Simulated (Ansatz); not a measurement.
# The puckered SnTe bilayer (AB) under a gate, part 2 of 4

Wanted: Fermi level and gate voltage of the puckered SnTe bilayer (AB) as it is charged.

Ansatz 0.2.0; plane-wave DFT, PBE-D3(BJ), Ansatz PAW.

So far. Step 2 (Relaxing the slab): The lattice constant a goes from 4.570 to 4.739 Å.

### Step 3. Gated layer, added electrons 0, start network

The slab is cut off from its images along the normal. A charged sheet stands for each gate, the layer takes the opposite charge, and a barrier ahead of the sheet keeps electrons from leaking to it. The uncharged case sets the zero; a dense mesh is needed because few carriers fill a small part of the zone.

The cell differs from the one that the last finished run ended in (c 48.962 → 48.195 Å).

Contents of input.yaml:

```yaml
crystal:
  lattice:
    - [4.7394522874, 0.0, 0.0]
    - [0.0, 4.5115505004, 0.0]
    - [0.0, 0.0, 48.1954179573]
  atoms:
    - { symbol: Sn, position: [0.0311575435, 0.0, 0.4059605819] }
    - { symbol: Te, position: [0.4694563091, 0.5, 0.4046027782] }
    - { symbol: Te, position: [0.9687417233, 0.0, 0.4663743694] }
    - { symbol: Sn, position: [0.530644424, 0.5, 0.4654666921] }
    - { symbol: Sn, position: [0.030644424, 0.5, 0.5345333079] }
    - { symbol: Te, position: [0.4687417233, 0.0, 0.5336256306] }
    - { symbol: Te, position: [0.9694563091, 0.5, 0.5953972218] }
    - { symbol: Sn, position: [0.5311575435, 0.0, 0.5940394181] }
  periodic: [true, true, false]
  symmetry: { detect: true }
kpoints:
  mp_grid: { grid: [32, 32, 1] }
  band_path:
    path:
      - [0, 0, 0]
      - [0.5, 0, 0]
      - [0.5, 0.5, 0]
      - [0, 0, 0]
      - [0, 0.5, 0]
      - [0.5, 0.5, 0]
    npoints: 16
hamiltonian:
  xc: pbe
  dispersion: d3bj
scf:
  occupations: { method: fermi_dirac, width: 0.02585 }
  convergence: { dr2_threshold: 1.0e-10 }
output:
  forces: true
  eigenvalues: true
  dos: { projected: true, e_range: [-3, 3], de: 0.01 }
  write_potential: true
  write_density: true
  volumetric_format: npy
  elf: true
external_charges:
  - { charge: 0, barrier: 10, axis: 3, height: 32.195, sigma: 0.25 }
```

Run with:

```bash
ansatz run input.yaml --threads 4 --pin off --max-ram 16384MiB --backend cpu --events-out ev --progress --plain --runs-dir out
```

Numbers of over 12 decimals in the logs are rounded to 6 here.

Output:

```text
[...]
Crystal: 8 atoms, lattice volume = 1030.528 Å³
Basis set: ecut = 420 eV, 20053 PW (Γ), exchange–correlation on 64×64×648 points (8 copies of the dense FFT grid, shifted against one another)
Bands: 72, of which v1, the nominal top of the filled ones, is band 60 counted from 1 (59 counted from 0)
Symmetry: 2 space group operations
k-points: 289 of 1024 (time reversal used)
[...]
SCF iter   1: F=—  HF=-52021.156184 eV  |F-HF|=—  |Δ(HF+E_count)|=         —  Δρ=7.94e-4  dr2=2.85e-2  ethr=1.77e-3  ⟨swp⟩=17.5  Hψ=137275  notcnv=0  defer=285
[...]
SCF iter  12: F=-52021.155703 eV  HF=-52021.155703 eV  |F-HF|=1.34e-9  |Δ(HF+E_count)|=   1.80e-9  Δρ=8.46e-8  dr2=7.42e-11  ethr=1.00e-12  ⟨swp⟩=23.8  Hψ=199403  notcnv=0
[...]
SCF 1 converged in 12 iterations: F = -52021.155703 eV  dr2 = 7.42e-11
[...]
NSCF: frozen V_eff on 81 k-points
WARN: The output density's exchange-correlation potential varies sharply where the density is thin. Do not read a vacuum level from v_tot or v_xc, or from such a field of the output density. On a cell that repeats whose density bears no net charge and no dipole along the vacuum's axis use v_es (v_loc + v_h of the components); under efield.dipole_correction with no amplitude use v_es + v_field, which holds any externa [...]
SCF converged after 12 iterations
Free energy (F): -52021.155703 eV
[...]
Internal energy: -52021.155703 eV  (E = F + TS)
E sigma→0 (E₀):  -52021.155703 eV
Fermi energy:    -3.883960 eV
[...]
--- Forces (eV/Å), atoms and charges each counted from 1 ---
  atom   1  Sn    -0.00435143    -0.00000000     0.00355883
  atom   2  Te     0.00333425     0.00000000    -0.00073171
  atom   3  Te     0.00710176     0.00000000    -0.00482639
  atom   4  Sn    -0.00593462    -0.00000000     0.00216169
  atom   5  Sn    -0.00718727    -0.00000000    -0.00292857
  atom   6  Te     0.00764103     0.00000000     0.00800007
  atom   7  Te     0.00427347     0.00000000    -0.01426757
  atom   8  Sn    -0.00487754    -0.00000000    -0.01771647
  external charge   1     0.00000000     0.00000000     0.02674982
  max |Σ_I F_I| component, the external charges' with the atoms': 3.45e-7 eV/Å
--- Band table (eV; the first three rows and the last of 289) ---
  k-point 0: bands = [... 56 lower, -5.8723, -5.7198, -5.0228, -4.8713, -3.2604, -1.9676, -1.6454, -1.6246, ... 8 higher]
  k-point 1: bands = [... 56 lower, -5.8622, -5.7118, -5.0218, -4.8696, -3.2627, -1.9588, -1.6341, -1.6055, ... 8 higher]
  k-point 2: bands = [... 56 lower, -5.8303, -5.6888, -5.0195, -4.8651, -3.2694, -1.9356, -1.6095, -1.5496, ... 8 higher]
  k-point 288: bands = [... 56 lower, -5.8847, -5.8830, -5.8751, -5.8727, -1.8349, -1.8304, -1.6806, -1.6725, ... 8 higher]
```

The job ended after 21 min (4 threads of Arm Neoverse V1, shared host; peak memory 11 GiB; 83 min of CPU time).

The column dr2 measures how far the density is from self-consistency, as an energy; F and HF (Harris–Foulkes) agree once it is small.

Numbers from this step:

| Item | Value |
| --- | --- |
| gap along the path | 0.7813 eV |
| smallest direct gap along the path | 0.8756 eV |
| gap, the smaller of path and mesh | 0.7813 eV |
| potential beyond the upper barrier and gate, less the barrier, from the Fermi level | 3.853 eV |

Running mean over a fixed 2.5 Å (it still follows the layers) of the planar mean; beyond a gate it holds the 10 eV model barrier. Table of electron's electrostatic potential energy less the Fermi level by z:

```
z (Å)  electron's electrostatic potential energy less the Fermi level (eV)
    4                                                                 3.91
    5                                                                 3.91
    6                                                                 3.91
    7                                                                 3.91
    8                                                                 3.91
    9                                                                 3.91
   10                                                                 3.91
   11                                                                 3.91
   12                                                                 3.91
   13                                                                 3.91
   14                                                                 3.91
   15                                                                 3.91
   16                                                                 3.90
   17                                                                 3.65
   18                                                                 1.45
   19                                                                -1.03
   20                                                                -1.49
   21                                                                -1.47
   22                                                                -1.56
   23                                                                -1.16
   24                                                               -0.404
   25                                                               -0.678
   26                                                                -1.78
   27                                                                -1.36
   28                                                                -1.21
   29                                                                -1.49
   30                                                                 1.01
   31                                                                 3.98
   32                                                                 8.06
   33                                                                 12.0
   34                                                                 13.8
   35                                                                 13.9
   36                                                                 13.9
   37                                                                 13.9
   38                                                                 13.9
   39                                                                 13.9
   40                                                                 13.9
   41                                                                 13.9
   42                                                                 13.9
   43                                                                 13.9
   44                                                                 13.9
```

The density of states has structure finer than the step of the table below, so its rows give means over 0.2 eV, whole bins alone (the curve runs from -3 to 2.38 eV). Peaks (eV: height): -2.59: 10.3, -2.20: 10.0, -1.98: 12.8, -1.14: 15.4, -0.97: 12.9, 0.67: 11.1, 2.23: 12.9.

The density of states by energy, zero at the Fermi level of the run, which the smearing sets inside the gap; means over each step:

energy (eV), density of states (states/eV a cell) and a bar:
```
     -2.8        6.1 ###################
     -2.6        7.2 ######################
     -2.4        6.8 #####################
     -2.2        8.0 #########################
     -2.0        9.8 ##############################
     -1.8        8.6 ##########################
     -1.6        4.4 #############
     -1.4        5.5 #################
     -1.2        6.4 ####################
     -1.0        8.2 #########################
     -0.8        4.3 #############
     -0.6        1.0 ###
     -0.4        0.3 #
     -0.2        0.0 
      0.0        0.0 
      0.2        0.0 
      0.4        0.4 #
      0.6        6.1 ###################
      0.8        6.4 ####################
      1.0        4.9 ###############
      1.2        5.5 #################
      1.4        5.9 ##################
      1.6        5.3 ################
      1.8        5.2 ################
      2.0        6.5 ####################
      2.2        9.2 ############################
```

Projected DOS per atom over height of the atomic layer and energy from the Fermi level. Layers: SnTe SnTe SnTe SnTe from below.

Ten even steps from '0' (0.00 states/eV) to '9' (1.32 states/eV), each cell a mean:
```
9779
6555
4444
5445
5445
5335
5665
3443
0000
0000
0000
0000
1111
6666
6666
4554
4554
9999
7777
6666
7557
7557
```
Columns: height of the atomic layer (Å) from 19.5 to 28.7 (not evenly spaced); rows upwards: energy from the Fermi level (eV) from -2.98 to 2.37.

Electronic bands along the path, in eV, zero at the Fermi level of the run, which the smearing sets inside the gap:

```
  point  band 57  band 58  band 59  band 60  band 61  band 62  band 63  band 64
      Γ    -1.99    -1.84    -1.14    -0.99     0.62     1.92     2.24     2.26
halfway    -1.48    -1.41    -1.02    -1.01     0.74     1.17     1.59     1.67
      X    -0.92    -0.92    -0.63    -0.63     0.67     0.67     1.02     1.02
halfway    -1.95    -1.95    -1.61    -1.61     1.64     1.64     2.49     2.49
      S    -2.00    -2.00    -1.99    -1.99     2.05     2.05     2.20     2.21
halfway    -1.69    -1.54    -0.89    -0.71     0.69     0.79     1.25     1.55
      Γ    -1.99    -1.84    -1.14    -0.99     0.62     1.92     2.24     2.26
halfway    -1.54    -1.45    -1.05    -0.96     0.61     1.16     1.41     1.55
      Y    -1.30    -1.09    -0.96    -0.91     0.50     0.65     0.67     0.73
halfway    -2.17    -1.90    -1.79    -1.51     1.43     1.78     2.10     2.23
      S    -2.00    -2.00    -1.99    -1.99     2.05     2.05     2.20     2.21
```

ELF in the ca plane at fractional y = 0.000, with atoms of Sn and Te within 0.2 Å of it. It is the smooth field of the valence electrons, not physical close to the nuclei.

Ten even steps from '0' (0.00) to '9' (0.73), each cell a mean:
```
00000000000000015898520134785110489400000000
00000000000000003698654444686423687201222210
00000000000000001357765443477666784125777642
00000000000000000013444321257888751158988875
00000000000000000000111100024665411488756787
00000000000000000000000000001222101797312588
00000000000000000000000000000000002796110478
00000000000000000000111110000111001686201478
00000000000000000001233221113455311487545677
00000000000000000134444332347889851158777774
00000000000000001466542333578777884125777642
00000000000000013787510034697534797201344310
00000000000000015897510024786200489400011000
```
Columns run along c (16.0 Å, from fractional 0.24 to 0.57 of the cell), rows up along a (4.7 Å). Atoms in or near the plane, at fractional coordinates: Sn at (0.41, 0.03), Te at (0.47, 0.97), Te at (0.53, 0.47).

Electrostatic potential energy in the ca plane at fractional y = 0.000, with atoms of Sn and Te within 0.2 Å of it. With pseudopotentials it is smooth inside the atoms' cores, unlike the true potential.

Ten even steps from '0' (-21 eV) to '9' (11 eV), each cell a mean:
```
66666666666666666653027501420899404666666666
66666666666666666655200014540376025666666666
66666666666666666665532345553000145666555566
66666666666666666666555555655433456655323455
66666666666666666666666666666555566652000145
66666666666666666666666666666666666530597024
66666666666666666666666666666666666520999314
66666666666666666666655566666666666530798114
66666666666666666665554455666656666541021035
66666666666666666665421134555544566654211355
66666666666666666654102003553100256665555566
66666666666666666653059811440143035666666666
66666666666666666653079920430799315666666666
```
Columns run along c (16.0 Å, from fractional 0.24 to 0.57 of the cell; values clipped at the 3rd and 97th percentile), rows up along a (4.7 Å). Atoms in or near the plane, at fractional coordinates: Sn at (0.41, 0.03), Te at (0.47, 0.97), Te at (0.53, 0.47).

Valence density in the ca plane at fractional y = 0.000, with atoms of Sn and Te within 0.2 Å of it. It is the smooth field of the valence electrons, not physical close to the nuclei.

Values in e/Å³, 7 rows by 16 columns, each cell a mean:
```
 0  0  0  0  0  0  0  1  3  0  3  7  0  0  0  0
 0  0  0  0  0  0  0  0  0  0  0  1  0  0  0  0
 0  0  0  0  0  0  0  0  0  0  0  0  0  0  2  0
 0  0  0  0  0  0  0  0  0  0  0  0  0  2 11  1
 0  0  0  0  0  0  0  0  0  0  0  0  0  1  3  0
 0  0  0  0  0  0  0  1  2  0  0  1  0  0  0  0
 0  0  0  0  0  0  0  3  9  0  3  6  0  0  0  0
```
Columns run along c (16.0 Å, from fractional 0.24 to 0.57 of the cell), rows up along a (4.7 Å). Atoms in or near the plane, at fractional coordinates: Sn at (0.41, 0.03), Te at (0.47, 0.97), Te at (0.53, 0.47).

The gap, the smaller of path and mesh, is 0.781 eV.

### Step 4. Gated layer, added electrons 1×10¹³ per cm²

Changes to input.yaml since step 3:

```diff
@@ -16,2 +16,3 @@
   symmetry: { detect: true }
+total_charge: -0.021382
 kpoints:
@@ -36,3 +37,2 @@
   eigenvalues: true
-  dos: { projected: true, e_range: [-3, 3], de: 0.01 }
   write_potential: true
@@ -40,4 +40,4 @@
   volumetric_format: npy
-  elf: true
 external_charges:
   - { charge: 0, barrier: 10, axis: 3, height: 32.195, sigma: 0.25 }
+  - { charge: 0.021382, axis: 3, height: 33.695, sigma: 0.5 }
```

Output:

```text
[...]
Crystal: 8 atoms, lattice volume = 1030.528 Å³
Basis set: ecut = 420 eV, 20053 PW (Γ), exchange–correlation on 64×64×648 points (8 copies of the dense FFT grid, shifted against one another)
Bands: 73, of which v1, the nominal top of the filled ones, is band 60 counted from 1 (59 counted from 0)
Symmetry: 2 space group operations
k-points: 289 of 1024 (time reversal used)
[...]
SCF iter  14: F=-52021.223234 eV  HF=-52021.223234 eV  |F-HF|=4.51e-10  |Δ(HF+E_count)|=  3.78e-10  Δρ=4.61e-8  dr2=2.38e-11  ethr=1.00e-12  ⟨swp⟩=27.8  Hψ=171313  notcnv=0
[...]
SCF 1 converged in 14 iterations: F = -52021.223234 eV  dr2 = 2.38e-11
[...]
SCF converged after 14 iterations
Free energy (F): -52021.223234 eV
[...]
Internal energy: -52021.221970 eV  (E = F + TS)
E sigma→0 (E₀):  -52021.222602 eV
Entropy (-TS):   -0.001264 eV (-0.158 meV/atom)
Fermi energy:    -3.138539 eV
[...]
--- Forces (eV/Å), atoms and charges each counted from 1 ---
  atom   1  Sn    -0.00938480    -0.00000000     0.00364063
  atom   2  Te     0.01049903     0.00000000     0.00259184
  atom   3  Te     0.01456437     0.00000000     0.00204178
  atom   4  Sn    -0.01547714    -0.00000000     0.00050544
  atom   5  Sn    -0.01558554    -0.00000000    -0.03012171
  atom   6  Te     0.01910644     0.00000000     0.02989109
  atom   7  Te     0.01094129     0.00000000     0.00751911
  atom   8  Sn    -0.01466342    -0.00000000    -0.04372051
  external charge   1     0.00000000     0.00000000     0.02958561
  external charge   2     0.00000000     0.00000000    -0.00193304
  max |Σ_I F_I| component, the external charges' with the atoms': 2.39e-7 eV/Å
--- Band table (eV; the first three rows and the last of 289) ---
  k-point 0: bands = [... 56 lower, -5.5430, -5.3906, -4.7031, -4.5451, -2.9445, -1.6542, -1.3256, -1.2925, ... 9 higher]
  k-point 1: bands = [... 56 lower, -5.5333, -5.3827, -4.7020, -4.5434, -2.9468, -1.6458, -1.3124, -1.2745, ... 9 higher]
  k-point 2: bands = [... 56 lower, -5.5022, -5.3599, -4.6994, -4.5389, -2.9536, -1.6238, -1.2834, -1.2211, ... 9 higher]
  k-point 288: bands = [... 56 lower, -5.5816, -5.5646, -5.5410, -5.5332, -1.5214, -1.4979, -1.3807, -1.3413, ... 9 higher]
```

Run time: 23 min. Hardware: 4 threads; peak memory 11 GiB.

Numbers from this step:

* energy at zero smearing: -52021.2226 eV
* potential beyond the upper barrier and gate, less the barrier, from the Fermi level: 2.765 eV

The electronic bands at the labelled points (eV, zero at the Fermi level):

```
  point  band 57  band 58  band 59  band 60  band 61  band 62  band 63  band 64
      Γ    -2.40    -2.25    -1.56    -1.41     0.19     1.48     1.81     1.85
halfway    -1.90    -1.83    -1.44    -1.42     0.31     0.75     1.17     1.25
      X    -1.34    -1.33    -1.06    -1.04     0.25     0.26     0.59     0.61
halfway    -2.37    -2.36    -2.03    -2.02     1.21     1.22     2.06     2.08
      S    -2.44    -2.43    -2.40    -2.39     1.62     1.64     1.76     1.80
halfway    -2.11    -1.96    -1.32    -1.13     0.26     0.37     0.83     1.13
      Γ    -2.40    -2.25    -1.56    -1.41     0.19     1.48     1.81     1.85
halfway    -1.96    -1.87    -1.47    -1.38     0.18     0.75     0.99     1.13
      Y    -1.72    -1.51    -1.38    -1.32     0.08     0.23     0.24     0.31
halfway    -2.59    -2.33    -2.21    -1.93     1.01     1.35     1.68     1.81
      S    -2.44    -2.43    -2.40    -2.39     1.62     1.64     1.76     1.80
```

Against the uncharged case this takes +1.09 V.

### Step 5. Gated layer, added electrons 3×10¹³ per cm²

Changes to input.yaml since step 4:

```diff
@@ -16,3 +16,3 @@
   symmetry: { detect: true }
-total_charge: -0.021382
+total_charge: -0.064147
 kpoints:
@@ -42,2 +42,2 @@
   - { charge: 0, barrier: 10, axis: 3, height: 32.195, sigma: 0.25 }
-  - { charge: 0.021382, axis: 3, height: 33.695, sigma: 0.5 }
+  - { charge: 0.064147, axis: 3, height: 33.695, sigma: 0.5 }
```

Output:

```text
[...]
Crystal: 8 atoms, lattice volume = 1030.528 Å³
Basis set: ecut = 420 eV, 20053 PW (Γ), exchange–correlation on 64×64×648 points (8 copies of the dense FFT grid, shifted against one another)
Bands: 73, of which v1, the nominal top of the filled ones, is band 60 counted from 1 (59 counted from 0)
Symmetry: 2 space group operations
k-points: 289 of 1024 (time reversal used)
[...]
--- Band table (eV; the first three rows and the last of 289) ---
  k-point 0: bands = [... 56 lower, -4.8918, -4.7398, -4.0780, -3.8967, -2.3255, -1.0397, -0.6948, -0.6390, ... 9 higher]
  k-point 1: bands = [... 56 lower, -4.8830, -4.7319, -4.0766, -3.8952, -2.3279, -1.0321, -0.6797, -0.6220, ... 9 higher]
  k-point 2: bands = [... 56 lower, -4.8548, -4.7093, -4.0729, -3.8911, -2.3348, -1.0120, -0.6431, -0.5738, ... 9 higher]
  k-point 288: bands = [... 56 lower, -4.9760, -4.9456, -4.8750, -4.8709, -0.9084, -0.8397, -0.7998, -0.6798, ... 9 higher]
[key lines of the parts left out:]
SCF converged after 14 iterations
Free energy (F): -52021.316480 eV
Fermi energy:    -2.447172 eV
```

Elapsed: 24 min, on 4 threads; peak memory 11 GiB.

Electronic bands along the path, in eV, zero at the Fermi level:

```
  point  band 57  band 58  band 59  band 60  band 61  band 62  band 63  band 64
      Γ    -2.44    -2.29    -1.63    -1.45     0.12     1.41     1.75     1.81
halfway    -1.96    -1.88    -1.50    -1.45     0.23     0.71     1.13     1.20
      X    -1.39    -1.37    -1.11    -1.07     0.20     0.21     0.53     0.57
halfway    -2.42    -2.41    -2.08    -2.07     1.12     1.16     1.99     2.04
      S    -2.53    -2.50    -2.43    -2.42     1.54     1.61     1.65     1.77
halfway    -2.15    -2.00    -1.37    -1.17     0.20     0.33     0.78     1.06
      Γ    -2.44    -2.29    -1.63    -1.45     0.12     1.41     1.75     1.81
halfway    -2.01    -1.93    -1.51    -1.43     0.11     0.70     0.95     1.09
      Y    -1.76    -1.57    -1.42    -1.36     0.04     0.18     0.18     0.27
halfway    -2.64    -2.39    -2.25    -1.99     0.95     1.27     1.63     1.76
      S    -2.53    -2.50    -2.43    -2.42     1.54     1.61     1.65     1.77
```

Against the uncharged case this takes +2.45 V.

(Continued in part 3 of 4.)

[Logs are printed without paths, hosts, clocks, repeated set-up lines and the standing remarks that a program may print on its own settings, such as how far it seeks lower states.]

[Hosts, paths, dates, database ids (printed as entryN), source tags and the programs' standing remarks are cut or masked in the printed files.]

[Maps of the electrostatic potential energy from Ansatz leave out the sawtooth potential of an applied field or a dipole correction, so their vacuum need not be flat; planar profiles and work functions include it.]
